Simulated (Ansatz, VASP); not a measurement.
# Cross-check of Ba3SnS4 between VASP and Ansatz, part 2 of 2

One calculation is typed for both programs; each brings its own data sets. How far apart do they land? The cell is taken from a series of runs on this material, whose earlier steps may have relaxed, scaled, displaced or heated it; both programs get it as it stands.

VASP 6.6.1 and Ansatz 0.2.0.

So far: The structure; VASP: single point, HSE06 with D3(BJ).

## 3. Ansatz: single point, HSE06 with D3(BJ)

Level of this step: Ansatz beside VASP: Kohn-Sham DFT, plane waves, HSE06 with D3(BJ) (Ansatz).

Ansatz runs on PAW files that the input asks for by source.

The same cell, functional and mesh now go to Ansatz, which takes its cutoff from its data sets.

File input.yaml:

```yaml
crystal:
  lattice:
    - [0.0, 6.332577, 0.0]
    - [0.0, 0.0, 6.332577]
    - [5.832577, 0.0, 0.0]
  atoms:
    - { symbol: Ba, position: [0.0, 0.5, 0.0214313502] }
    - { symbol: Ba, position: [0.5, 0.0, 0.0214313502] }
    - { symbol: Ba, position: [0.0, 0.0, 0.5214313502] }
    - { symbol: Sn, position: [0.5, 0.5, 0.5214313502] }
    - { symbol: S, position: [0.0, 0.0, 0.0214313502] }
    - { symbol: S, position: [0.5, 0.0, 0.5214313502] }
    - { symbol: S, position: [0.0, 0.5, 0.5214313502] }
    - { symbol: S, position: [0.5, 0.5, 0.0214313502] }
kpoints:
  mp_grid: { grid: [2, 2, 2] }
hamiltonian:
  xc: hse06
  pseudopotentials: { kind: paw, source: ansatz }
  dispersion: d3bj
scf:
  occupations: { method: fixed }
  n_extra_bands: 6
  convergence: { dr2_threshold: 1.0e-09 }
output:
  eigenvalues: true
```

Command:

```bash
> ansatz run input.yaml --threads 8 --pin off --max-ram 18432MiB --backend cpu --events-out ev --progress --plain --runs-dir out
```

Numbers of over 12 decimals in the logs are rounded to 6 here.

The program printed:

```text
scf.n_extra_bands = 6 over 38 filled bands (N_el = 76.0): the run solves 44 bands
Engine: ansatz 0.2.0, aarch64-unknown-linux-gnu
Pseudopotentials: kind: paw
Pseudopotential: Ba, paw, valence charge 10, recommended cutoff 300 eV (normal), Ba.paw.azcp
Pseudopotential: Sn, paw, valence charge 22, recommended cutoff 640 eV (normal), Sn.paw.azcp
Pseudopotential: S, paw, valence charge 6, recommended cutoff 510 eV (normal), S.paw.azcp
Functional definition: HSE06
  parameter a = 0.25
  parameter omega = 0.11/bohr
  exchange = pbe_x - a*pbe_x_sr(omega) + a*exact_x_sr(omega)
  correlation = pbe_c
davidson cushion auto → on  (no smearing: the cushion is to keep the highest requested band from converging to the state above it; pin scf.eigensolver.cushion to override)
Crystal: 8 atoms, lattice volume = 233.895 Å³
Basis set: ecut = 640 eV, 8577 PW (Γ)
Bands: 44, of which v1, the nominal top of the filled ones, is band 38 counted from 1 (37 counted from 0)
Symmetry: 16 space group operations
Space group: P4/mmm (ITA 123), of the structure as read, at distance tolerance 6.2e-5 Å
k-points: 6 of 8
Non-local potential: Ba, projectors of the file, l = 0: 3, l = 1: 2, l = 2: 2, l = 3: 2
Non-local potential: Sn, projectors of the file, l = 0: 3, l = 1: 3, l = 2: 3, l = 3: 2
Non-local potential: S, projectors of the file, l = 0: 2, l = 1: 2, l = 2: 2
PAW form: soft (Blöchl's): semilocal exchange-correlation on the pseudo side does not see the compensation charge
PAW frozen core: Ba, regenerated for the run's functional, and the local potential with it (the file was generated under x = pbe(κ = 0.804, μ = 0.219515), c = pbe(β = 0.066725))
PAW frozen core: Sn, regenerated for the run's functional, and the local potential with it (the file was generated under x = pbe(κ = 0.804, μ = 0.219515), c = pbe(β = 0.066725))
PAW frozen core: S, regenerated for the run's functional, and the local potential with it (the file was generated under x = pbe(κ = 0.804, μ = 0.219515), c = pbe(β = 0.066725))
PAW one-centre angular grid: Ba, 194 points (default); XC on 64 Gauss nodes
PAW one-centre angular grid: Sn, 590 points (default); XC on 96 Gauss nodes
PAW one-centre angular grid: S, 110 points (default); XC on 64 Gauss nodes
Initial density: superposition of atomic densities (chi_scale 0.1, normalization cell, long waves kept (reshape's long-wave potential 0.01 eV rms))
Initial wavefunctions: pseudopotential atomic-orbital guess
Functional: x = pbe(κ = 0.804, μ = 0.219515), c = pbe(β = 0.066725), warm-up for x = pbe(κ = 0.804, μ = 0.219515) + 0.25 (exact − pbe) at short range (hse, ω = 0.207870 Å⁻¹), c = pbe(β = 0.066725); HSE06 as pw.x's `hse` composes it (authors' and Libxc's form: `xc: wpbeh`)
SCF iter   1: F=—  HF=-31153.832514 eV  |F-HF|=—  |Δ(HF+E_count)|=         —  Δρ=4.44e-2  dr2=6.59e0  ethr=1.00e-1  ⟨swp⟩=8.0  Hψ=789  notcnv=0
preconditioner: auto → none  [insulator: Δε(μ)=0.887 eV  Ē_g=12.612 eV  n_scr=48 (ndim 8)  ℏωp=19.1 eV  f_vac=0.002]
iter 2 solved again at ethr=7.69e-4 eV; its pass at ethr=8.67e-3 eV (dr2=5.84e-1 eV) is discarded
SCF iter   2: F=—  HF=-31151.830686 eV  |F-HF|=—  |Δ(HF+E_count)|=    2.00e0  Δρ=2.18e-2  dr2=6.22e-1  ethr=7.69e-4  ⟨swp⟩=6.8  Hψ=1563  notcnv=0  defer=6
SCF iter   3: F=—  HF=-31151.686752 eV  |F-HF|=—  |Δ(HF+E_count)|=   1.44e-1  Δρ=8.13e-3  dr2=1.25e-1  ethr=7.69e-4  ⟨swp⟩=3.8  Hψ=717  notcnv=0  defer=5
SCF iter   4: F=—  HF=-31151.671554 eV  |F-HF|=—  |Δ(HF+E_count)|=   1.52e-2  Δρ=3.03e-3  dr2=1.06e-2  ethr=1.65e-4  ⟨swp⟩=4.8  Hψ=694  notcnv=0  defer=3
SCF iter   5: F=—  HF=-31151.675633 eV  |F-HF|=—  |Δ(HF+E_count)|=   4.08e-3  Δρ=5.32e-4  dr2=1.08e-3  ethr=1.40e-5  ⟨swp⟩=6.8  Hψ=909  notcnv=0  defer=5
SCF iter   6: F=—  HF=-31151.675660 eV  |F-HF|=—  |Δ(HF+E_count)|=   2.70e-5  Δρ=2.36e-4  dr2=1.52e-4  ethr=1.42e-6  ⟨swp⟩=5.7  Hψ=816  notcnv=0  defer=2
SCF iter   7: F=-31151.675684 eV  HF=-31151.675676 eV  |F-HF|=7.90e-6  |Δ(HF+E_count)|=   1.55e-5  Δρ=1.20e-4  dr2=1.25e-5  ethr=2.00e-7  ⟨swp⟩=5.3  Hψ=763  notcnv=0  defer=1
SCF 1 stopped early in 7 iterations: F = -31151.675684 eV  dr2 = 1.25e-5
  greatest PAW one-centre occupation: 1.000 electrons in one spin orbital (limit 2), on the Sn atom at site 3 (counted from 0), in its partial waves of l = 0
Initial density: handed on by an earlier stage of this run
Initial wavefunctions: those handed on with the density
Functional: x = pbe(κ = 0.804, μ = 0.219515) + 0.25 (exact − pbe) at short range (hse, ω = 0.207870 Å⁻¹), c = pbe(β = 0.066725); HSE06 as pw.x's `hse` composes it (authors' and Libxc's form: `xc: wpbeh`)
Exchange kernel: α = 0.2500, screened, ω = 0.2079 Å⁻¹, Wigner–Seitz truncation, v(0) = 986.4764 eV·Å³, q-mesh 2×2×2, nearest image of the exchange supercell L = 11.67 Å, pair-density grid 54×54×50, without the augmentation charges, whose exchange is taken in its separable form by FFT convolution over the k-point mesh (the finest that the files' search goes to), smooth part of the exact exchange by density-matrix convolution
Frozen-core exchange: fock
SCF iter   1: F=—  HF=-31173.247063 eV  |F-HF|=—  |Δ(HF+E_count)|=         —  Δρ=3.65e-3  dr2=3.98e-2  ethr=1.65e-7  ⟨swp⟩=12.2  Hψ=2174  notcnv=0
preconditioner: auto → none  [insulator: Δε(μ)=1.047 eV  Ē_g=11.217 eV  n_scr=48 (ndim 8)  ℏωp=17.5 eV  f_vac=0.003]
SCF iter   2: F=—  HF=-31173.232321 eV  |F-HF|=—  |Δ(HF+E_count)|=   1.47e-2  Δρ=1.51e-3  dr2=4.11e-3  ethr=1.65e-7  ⟨swp⟩=8.0  Hψ=1514  notcnv=0
[...]
SCF iter   4: F=—  HF=-31173.248333 eV  |F-HF|=—  |Δ(HF+E_count)|=   5.29e-4  Δρ=1.26e-4  dr2=4.93e-5  ethr=1.65e-7  ⟨swp⟩=5.0  Hψ=911  notcnv=0
SCF iter   5: F=—  HF=-31173.248613 eV  |F-HF|=—  |Δ(HF+E_count)|=   2.80e-4  Δρ=1.03e-4  dr2=4.14e-5  ethr=3.20e-8  ⟨swp⟩=5.0  Hψ=937  notcnv=0
SCF iter   6: F=-31173.248600 eV  HF=-31173.248600 eV  |F-HF|=2.70e-7  |Δ(HF+E_count)|=   1.31e-5  Δρ=1.24e-5  dr2=9.29e-7  ethr=3.20e-8  ⟨swp⟩=3.7  Hψ=691  notcnv=0
SCF 2 stopped early in 6 iterations: F = -31173.248600 eV  dr2 = 9.29e-7
hybrid outer 1: dexx = +1.912e-2 eV, tail = 1.58e-5 eV
Exchange kernel: α = 0.2500, screened, ω = 0.2079 Å⁻¹, Wigner–Seitz truncation, v(0) = 986.4764 eV·Å³, q-mesh 2×2×2, nearest image of the exchange supercell L = 11.67 Å, pair-density grid 54×54×50, without the augmentation charges, whose exchange is taken in its separable form by FFT convolution over the k-point mesh (the finest that the files' search goes to), smooth part of the exact exchange by density-matrix convolution
Frozen-core exchange: fock
SCF iter   1: F=—  HF=-31173.248534 eV  |F-HF|=—  |Δ(HF+E_count)|=         —  Δρ=2.20e-5  dr2=9.80e-7  ethr=1.04e-7  ⟨swp⟩=3.7  Hψ=617  notcnv=0
preconditioner: auto → none  [insulator: Δε(μ)=1.027 eV  Ē_g=11.219 eV  n_scr=48 (ndim 8)  ℏωp=17.5 eV  f_vac=0.005]
SCF iter   2: F=—  HF=-31173.248534 eV  |F-HF|=—  |Δ(HF+E_count)|=   6.99e-7  Δρ=1.24e-5  dr2=1.35e-7  ethr=1.15e-9  ⟨swp⟩=5.5  Hψ=1096  notcnv=0
SCF iter   3: F=—  HF=-31173.248535 eV  |F-HF|=—  |Δ(HF+E_count)|=   2.98e-7  Δρ=6.18e-6  dr2=5.35e-8  ethr=1.35e-10  ⟨swp⟩=5.7  Hψ=848  notcnv=0
iter 4 solved again at ethr=2.89e-12 eV; its pass at ethr=6.77e-11 eV (dr2=2.19e-9 eV) is discarded
SCF iter   4: F=—  HF=-31173.248535 eV  |F-HF|=—  |Δ(HF+E_count)|=   1.16e-8  Δρ=1.87e-6  dr2=3.66e-9  ethr=4.26e-12 (applied; sched 2.89e-12)  ⟨swp⟩=4.8  Hψ=1507  notcnv=0
SCF iter   5: F=—  HF=-31173.248535 eV  |F-HF|=—  |Δ(HF+E_count)|=   1.54e-8  Δρ=7.15e-7  dr2=1.74e-9  ethr=3.86e-12 (applied; sched 2.89e-12)  ⟨swp⟩=6.2  Hψ=793  notcnv=0  defer=3
SCF iter   6: F=-31173.248535 eV  HF=-31173.248535 eV  |F-HF|=4.37e-11  |Δ(HF+E_count)|=  5.53e-10  Δρ=2.04e-7  dr2=2.58e-10  ethr=3.23e-12 (applied; sched 2.23e-12)  ⟨swp⟩=3.2  Hψ=663  notcnv=0
SCF 3 converged in 6 iterations: F = -31173.248535 eV  dr2 = 2.58e-10
hybrid outer 2: dexx = +4.113e-7 eV, tail = 2.77e-9 eV, Δε = 3.03e-3 eV (about 4.33e-5 eV left of the loop's levels)
hybrid SCF converged: 2 outer / 12 inner (+7 warm-up), last move |dexx| = 4.11e-7 eV, tail = 2.77e-9 eV
Stability not checked: this state was not tested for a lower state beside it, because the functional holds exact exchange (a hybrid, or Hartree-Fock), whose exchange loop this test does not read (fock_operator; see scf.lower_state_search)
Free energy (F): -31173.248535 eV
Frozen-core exchange: fock
Harris-Foulkes:  -31173.248535 eV  (|F-HF|=4.37e-11)
Internal energy: -31173.248535 eV  (E = F + TS)
E sigma→0 (E₀):  -31173.248535 eV
Fermi energy:    7.549911 eV
--- Per-component energies (eV) ---
  E_band       = -1061.378401
  E_kinetic    = 1896.488429
  E_local      = -7877.092805  (includes V_loc(G=0)·N_el)
  E_nonlocal   = 729.278595
  E_hartree    = 3058.994138
  E_xc         = -1334.640560
  E_vxc        = -998.333451  (∫ρ·V_xc dr)
  E_exx        = -206.731842  (= α·E_x^exact, valence–valence)
  E_paw        = -21972.751250  (= ΣΔE_a)
  E_vpaw       = -516.244248  (= ΣTr[D̂ρ^β])
  E_aug_tail   = 0.000014  (compensation charges beyond the density's cutoff)
  E_ewald      = -5461.857794
  E_disp       = -3.469248  (pairwise vdW)
  E_core_change = -1.466212  (= ΣΔE_core)
  E_smearing   = -0.000000  (= −TS)
  E_closure    = -0.000000  (closes the sum)
  Σ components = -31173.248535   (vs F -31173.248535, Δ=0.00e0)
--- Band table (eV; the first three rows and the last of 6) ---
  k-point 0: bands = [... 34 lower, 6.0472, 6.3729, 6.4573, 6.4943, 9.4286, 9.5120, 9.5120, 11.5924, ... 2 higher]
  k-point 1: bands = [... 34 lower, 5.7541, 5.8670, 5.8670, 6.9133, 9.9438, 10.0306, 10.8585, 11.7331, ... 2 higher]
  k-point 2: bands = [... 34 lower, 6.2982, 6.3308, 6.3861, 6.4244, 9.6926, 9.8927, 10.8141, 11.3766, ... 2 higher]
  k-point 5: bands = [... 34 lower, 4.9187, 5.5015, 5.5849, 7.5499, 8.5771, 8.5771, 9.2379, 13.1684, ... 2 higher]
```

## 4. Comparison

Known differences besides the potentials themselves: exact exchange at q = 0 is treated differently, which shows on coarse meshes; VASP keeps PBE cores, Ansatz makes them for the functional; fixed occupations in Ansatz, narrow Gaussian smearing in VASP; the data sets hold 76 valence electrons in Ansatz (on PAW files that the input asks for by source) and 68 in VASP; the cutoff is 640 eV in Ansatz and 400 eV in VASP; VASP takes a coarser grid for exact exchange (PRECFOCK = Fast). Total energies have different zeros and are not compared.

The two programs side by side:

```csv
quantity,Ansatz,VASP,difference
gap on the k mesh (eV),1.027,1.060,-0.033
```

A gap on the mesh is an upper bound, since the band edges may lie between its points.

## 5. Summary of results

- difference in gap on the k mesh (single point, HSE06 with D3(BJ)): -0.033 eV

What this shows: The difference in gap on the k mesh is -0.033 eV (single point, HSE06 with D3(BJ)), within the 0.08 eV picked in this series as the mark of a large difference. The data sets hold unlike numbers of valence electrons (76 in Ansatz and 68 in VASP), so part of the differences comes from the potentials. Such differences can come from data sets, numerical settings and the points named under the comparisons, not from the functional's error against experiment.

[Lines on the potential files, build, host, timing and source positions are cut from VASP's logs without a mark.]

[Logs are printed without paths, hosts, clocks, repeated set-up lines and the standing remarks that a program may print on its own settings, such as how far it seeks lower states.]

[Hosts, paths, dates, database ids (printed as entryN), source tags and the programs' standing remarks are cut or masked in the printed files.]
